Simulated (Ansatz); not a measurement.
**Cr: single point with PBE**

Cr:

```
CELL_PARAMETERS angstrom
1.14705 -2.46703 0.00000
1.14705 2.46703 0.00000
0.00000 0.00000 4.06431
ATOMIC_POSITIONS crystal
Cr 0.87053 0.12947 0.75000
Cr 0.12947 0.87053 0.25000
```

This isn't the form of Cr at room conditions, which is bcc.

```
Program             : Ansatz 0.2.0
Task                : single point
Functional          : PBE
Potentials or basis : Ansatz PAW
Cutoff              : 420 eV (not typed: the program's choice for these potentials)
k mesh              : 13 × 13 × 7
Occupations         : fermi-dirac, width 0.05 eV
Spin                : collinear spin, antiferromagnetic start
Starting moments    : [3.0, -3.0] μB
```

```
Pressure               : 7.6 GPa
Largest force          : 0.182 eV/Å
Band gap on the k mesh : none (metal or under the smearing width)
Net moment             : 0.00 μB per cell
Absolute moment        : 0.00 μB per cell
```

Forces on the atoms (eV/Å):
```
Cr   0.000  0.182  0.000
Cr   0.000 -0.182  0.000
```

Stress tensor (GPa, compression positive):
```
 7.64  0.00  0.00
 0.00  4.29  0.00
 0.00  0.00 10.81
```

Levels at points of the mesh, in eV from the Fermi level:
Spin up:
```
           k point  band 12  band 13  band 14  band 15  band 16  band 17
(0.00, 0.00, 0.00)    -1.95    -0.87     0.18     0.98     1.03     1.07
```
Spin down:
| k point | band 10 | band 11 | band 12 | band 13 | band 14 | band 15 | band 16 | band 17 | band 18 | band 19 |
| --- | --- | --- | --- | --- | --- | --- | --- | --- | --- | --- |
| (0.00, 0.00, 0.00) | -4.35 | -2.17 | -1.95 | -0.87 | 0.18 | 0.98 | 1.03 | 1.07 | 1.72 | 1.87 |

Run time: 20 s on 2 threads of Intel(R) Xeon(R) 6975P-C (Granite Rapids) (shared host), peak memory 0.6 GiB.

Caveat: the starting moments collapsed, and a magnetic state may lie lower; the starting moments weren't kept.
